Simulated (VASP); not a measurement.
A run of VASP 6.6.1 is set up as follows.

Contents of INCAR:

```
PREC = Accurate
ENCUT = 800
EDIFF = 1E-7
ISMEAR = 0
SIGMA = 0.1
LREAL = F
LASPH = F
NELM = 80
ALGO = Normal
ISIF = 2
LWAVE = F
LCHARG = F
LMAXMIX = 4
LDAU = T
LDAUTYPE = 1
LDAUL = 2 -1
LDAUU = 5.3 0
LDAUJ = 0.9 0
LDAUPRINT = 1
METAGGA = R2SCAN
LMIXTAU = T
ISYM = 1
```

File KPOINTS:

```
regular mesh
0
Gamma
  12 12 12
```

POSCAR

```
TiH2
3.1064
   -0.513938964718      0.513938964718      0.686807880505
    0.513938964718     -0.513938964718      0.686807880505
    0.513938964718      0.513938964718     -0.686807880505
Ti H
1 2
Direct
    0.0000000000      0.0000000000      0.0000000000
    0.2500000000      0.7500000000      0.5000000000
    0.7500000000      0.2500000000      0.5000000000
```

File KPOINTS_OPT:

```
path GXYSGZS1NPY1Z,XP
10
line-mode
reciprocal
 0.0000000000  0.0000000000  0.0000000000  G
 0.0000000000  0.0000000000  0.5000000000  X

 0.0000000000  0.0000000000  0.5000000000  X
-0.2799771289  0.2799771289  0.5000000000  Y

-0.2799771289  0.2799771289  0.5000000000  Y
-0.3899885645  0.3899885645  0.3899885645  S

-0.3899885645  0.3899885645  0.3899885645  S
 0.0000000000  0.0000000000  0.0000000000  G

 0.0000000000  0.0000000000  0.0000000000  G
 0.5000000000  0.5000000000 -0.5000000000  Z

 0.5000000000  0.5000000000 -0.5000000000  Z
 0.3899885645  0.6100114355 -0.3899885645  S1

 0.3899885645  0.6100114355 -0.3899885645  S1
 0.0000000000  0.5000000000  0.0000000000  N

 0.0000000000  0.5000000000  0.0000000000  N
 0.2500000000  0.2500000000  0.2500000000  P

 0.2500000000  0.2500000000  0.2500000000  P
 0.5000000000  0.5000000000 -0.2799771289  Y1

 0.5000000000  0.5000000000 -0.2799771289  Y1
 0.5000000000  0.5000000000 -0.5000000000  Z

 0.0000000000  0.0000000000  0.5000000000  X
 0.2500000000  0.2500000000  0.2500000000  P
```

Potentials or basis: VASP PAW PBE potentials, release 64 (Ti_sv, H).

Launch:

```sh
$ cat potpaw_PBE.64/Ti_sv/POTCAR potpaw_PBE.64/H/POTCAR > POTCAR
$ mpirun -np 1 vasp_std > vasp.out
```

Q: Predict the pressure.

A: 5.6 GPa.

Q: Estimate the band gap along the path.

A: None (metal or under the smearing width).

Stress tensor (GPa, compression positive):
```
6.86 0.00 0.00
0.00 6.86 0.00
0.00 0.00 3.07
```

Caveat: the PAW data sets were made with another functional, which shifts forces and pressure a little; U without spin polarisation on a metal has little footing; the U is typed as a test and isn't derived for this compound.
